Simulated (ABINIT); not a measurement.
# Ge (Imma) in ABINIT: single point with PBEsol

Aim: the single point of Ge with PBEsol.

All numbers are computed with ABINIT 10.8.3 (patched build); they aren't measurements. Logs are shortened: lines on timing, memory, paths and dates and some standing lists are left out, and cuts for length are marked. The log counts tension as positive stress, the text compression.

**1. The undisturbed crystal**

It takes space group Imma (No. 74, orthorhombic). Conventional cell: a = 4.992 Å, b = 5.302 Å, c = 2.874 Å, α = 90.00°, β = 90.00°, γ = 90.00°. Ge (site symmetry mm2) has 6 Ge at 2.68 to 2.87 Å as nearest neighbours.

This isn't the form of Ge at room conditions, which is diamond.

**2. Single point, PBEsol (atoms moved at random, drawn with an rms of 0.05 Å)**

run.abi reads:

```
# Pseudopotentials
pp_dirpath "./"
pseudos "Ge.GGA_PBE-JTH.xml"

# Structure
acell 3*1.0 Angstrom
rprim
    -2.4958980000     2.6508630000     1.4369470000
     2.4958980000    -2.6508630000     1.4369470000
     2.4958980000     2.6508630000    -1.4369470000
ntypat 1
znucl 32
natom 2
typat 1 1
xred
     0.2983960000     0.0372420000     0.2393350000
     0.6945250000     0.9475460000     0.7538390000
chkprim 0
chksymtnons 0
tolsym 1.0e-6

# Plane-wave basis
ecut 598.650497 eV
pawecutdg 44.0
pawxcdev 0

# k points
kptopt 1
ngkpt 11 11 11
nshiftk 1
shiftk 0.0 0.0 0.0

# Exchange and correlation
ixc -116133

# Bands and occupations
nband 18
occopt 3
tsmear 0.05 eV

# SCF cycle
nstep 100
tolvrs 1.0e-9

# Output
iomode 3
prtwf 0
prteig 0
prtebands 0
enunit 2
prtden 1
prtvha 1
prtvclmb 1
prtpot 1
```

Potentials or basis: JTH PAW PBE v2.0.

Command:

```console
abinit run.abi > log 2>&1
```

run.abo:

```text
.Version 10.8.3 of ABINIT
 Symmetries : space group P-1 (#  2); Bravais aP (primitive triclinic)
================================================================================
 Values of the parameters that define the memory need of the present run
     intxc =       0    ionmov =       0      iscf =      17    lmnmax =      18
     lnmax =       6     mgfft =      32  mpssoang =       3    mqgrid =    3001
     natom =       2  nloc_mem =       2    nspden =       1   nspinor =       1
    nsppol =       1      nsym =       2    n1xccc =       1    ntypat =       1
    occopt =       3   xclevel =       2
       mpw =        1284          nfft =       32768          nkpt =         666
 PAW method is used; the additional fine FFT grid is defined by:
   mgfftf=        48    nfftf =    110592
================================================================================
================================================================================

--------------------------------------------------------------------------------
------------- Echo of variables that govern the present computation ------------
--------------------------------------------------------------------------------
 -outvars: echo values of preprocessed input variables --------
            acell      1.8897261259E+00  1.8897261259E+00  1.8897261259E+00 Bohr
              amu      7.26100000E+01
          chkprim           0
      chksymtnons           0
             ecut      2.20000000E+01 Hartree
           enunit           2
                       outvar_i_n : Printing only first  50 k-points.
              ixc     -116133
                       outvar_i_n : Printing only first  50 k-points.
         kptrlatt       11    0    0      0   11    0      0    0   11
          kptrlen      5.97395983E+01
            natom           2
            nband          18
            ngfft          32      32      32
          ngfftdg          48      48      48
             nkpt         666
            nstep         100
             nsym           2
           ntypat           1
                       prtocc : prtvol=0, do not print more k-points.
           occopt           3
        pawecutdg      4.40000000E+01 Hartree
         pawxcdev           0
        prtebands           0
           prteig           0
           prtpot           1
         prtvclmb           1
           prtvha           1
            prtwf           0
            rprim     -2.4958980000E+00  2.6508630000E+00  1.4369470000E+00
                       2.4958980000E+00 -2.6508630000E+00  1.4369470000E+00
                       2.4958980000E+00  2.6508630000E+00 -1.4369470000E+00
          spgroup           2
           tolsym      1.00000000E-06
           tolvrs      1.00000000E-09
           tsmear      1.83746611E-03 Hartree
            typat      1  1
           useylm           1
                       outvars : Printing only first  50 k-points.
           xangst     -5.4457998462E-02  1.3267277720E+00  1.3838230694E-01
                       2.5130198603E+00  1.3275999059E+00  1.2763423077E+00
            xcart     -1.0291070246E-01  2.5071521327E+00  2.6150466079E-01
[... 136 lines left out ...]
 frms,max,avg= 8.9896065E-02 1.4694599E-01   0.000E+00  0.000E+00  0.000E+00 e/A
 length scales=  1.889726125908  1.889726125908  1.889726125908 bohr
              =  1.000000000000  1.000000000000  1.000000000000 angstroms
 Fermi (or HOMO) energy (hartree) =   0.32186   Average Vxc (hartree)=  -0.38632
 Eigenvalues (hartree) for nkpt= 666  k points:
 kpt#   1, nband= 18, wtk=  0.00075, kpt=  0.0000  0.0000  0.0000 (reduced coord)
  -0.58583   -0.58303   -0.58274   -0.58270   -0.58164   -0.58024   -0.57771   -0.57750
  -0.57672   -0.57408   -0.16162    0.18038    0.23518    0.25000    0.44637    0.57927
   0.58254    0.61158
      occupation numbers for kpt#   1
   2.00000    2.00000    2.00000    2.00000    2.00000    2.00000    2.00000    2.00000
   2.00000    2.00000    2.00000    2.00000    2.00000    2.00000    0.00000    0.00000
   0.00000    0.00000
 prteigrs : prtvol=0 or 1, do not print more k-points.

 Fermi (or HOMO) energy (eV) =   8.75816   Average Vxc (eV)= -10.51230
 Eigenvalues (   eV  ) for nkpt= 666  k points:
 kpt#   1, nband= 18, wtk=  0.00075, kpt=  0.0000  0.0000  0.0000 (reduced coord)
 -15.94116  -15.86498  -15.85705  -15.85595  -15.82717  -15.78901  -15.72035  -15.71458
 -15.69327  -15.62144   -4.39802    4.90841    6.39956    6.80278   12.14641   15.76263
  15.85172   16.64198
 prteigrs : prtvol=0 or 1, do not print more k-points.

--- !EnergyTerms
iteration_state     : {dtset: 1, }
comment             : Components of total free energy in Hartree
kinetic             :  1.30041853297377E+01
hartree             :  3.50173448102211E+01
xc                  : -4.57825444437450E+00
Ewald energy        : -1.11080910098814E+02
psp_core            :  4.42163542182748E+00
local_psp           : -1.23305626382258E+02
PAW spherical_terms : -4.57973235230113E+00
internal            : -1.91101357715961E+02
'-kT*entropy'       : -2.37120124430299E-04
total_energy        : -1.91101594836086E+02
total_energy_eV     : -5.20013930930770E+03
...

--- !EnergyTermsDC
iteration_state     : {dtset: 1, }
comment             : '"Double-counting" decomposition of free energy'
band_energy         : -1.06104633690001E+01
Ewald energy        : -1.11080910098814E+02
psp_core            :  4.42163542182748E+00
xc_dc               : -3.38039316648948E+01
PAW spherical_terms : -4.00276876710518E+01
internal            : -1.91101357381933E+02
'-kT*entropy'       : -2.37120124430299E-04
total_energy_dc     : -1.91101594502057E+02
total_energy_dc_eV  : -5.20013930021832E+03
...

--- !EnergyTermsWithPAWCore
iteration_state     : {dtset: 1, }
comment             : 'Components of total free energy, including PAW core contributions'
Total energy        : -4.19493799800168E+03
Total energy DC     : -4.19493799766765E+03
Total energy (eV)   : -1.14150078141566E+05
Total energy DC (eV): -1.14150078132477E+05
...

 Cartesian components of stress tensor (hartree/bohr^3)
  sigma(1 1)=  6.59063706E-05  sigma(3 2)=  1.56876424E-08
  sigma(2 2)=  1.12013160E-04  sigma(3 1)=  1.57437152E-05
  sigma(3 3)=  1.08843141E-04  sigma(2 1)=  1.78855692E-09

-Cartesian components of stress tensor (GPa)         [Pressure= -2.8123E+00 GPa]
- sigma(1 1)=  1.93903237E+00  sigma(3 2)=  4.61546373E-04
- sigma(2 2)=  3.29554095E+00  sigma(3 1)=  4.63196092E-01
- sigma(3 3)=  3.20227577E+00  sigma(2 1)=  5.26211614E-05

== END DATASET(S) ==============================================================
================================================================================

 -outvars: echo values of variables after computation  --------
            acell      1.8897261259E+00  1.8897261259E+00  1.8897261259E+00 Bohr
           etotal     -1.9110159450E+02
            fcart      2.8576445201E-03  6.4587446875E-05  9.9915334725E-04
                      -2.8576445201E-03 -6.4587446875E-05 -9.9915334725E-04
            rprim     -2.4958980000E+00  2.6508630000E+00  1.4369470000E+00
                       2.4958980000E+00 -2.6508630000E+00  1.4369470000E+00
                       2.4958980000E+00  2.6508630000E+00 -1.4369470000E+00
           strten      6.5906370587E-05  1.1201316021E-04  1.0884314128E-04
                       1.5687642370E-08  1.5743715178E-05  1.7885569233E-09
           xangst     -5.4457998462E-02  1.3267277720E+00  1.3838230694E-01
                       2.5130198603E+00  1.3275999059E+00  1.2763423077E+00
             xred      2.9839600000E-01  3.7242000000E-02  2.3933500000E-01
                       6.9452500000E-01  9.4754600000E-01  7.5383900000E-01
 Calculation completed.
```

Wall time 5.6 min (1 thread of Intel Xeon 6975P-C (Granite Rapids), shared host); peak memory 0.59 GiB.

Results:

| Property | Result |
| --- | --- |
| Free energy | -5200.1393 eV |
| Pressure | -2.8 GPa |
| Largest force | 0.156 eV/Å |
| Band gap on the k mesh | none (metal or under the smearing width) |
| Valence electrons inside the program's atomic spheres | Ge 12.22 (radii [1.2196] Å) |

Forces in eV/Å, atoms in the order of the input:
```
Ge   0.147  0.003  0.051
Ge  -0.147 -0.003 -0.051
```

Stress tensor (GPa, compression positive):
```
-1.94  0.00 -0.46
 0.00 -3.30  0.00
-0.46  0.00 -3.20
```

Caveat: the PAW data sets were made with another functional, which shifts forces and pressure a little.
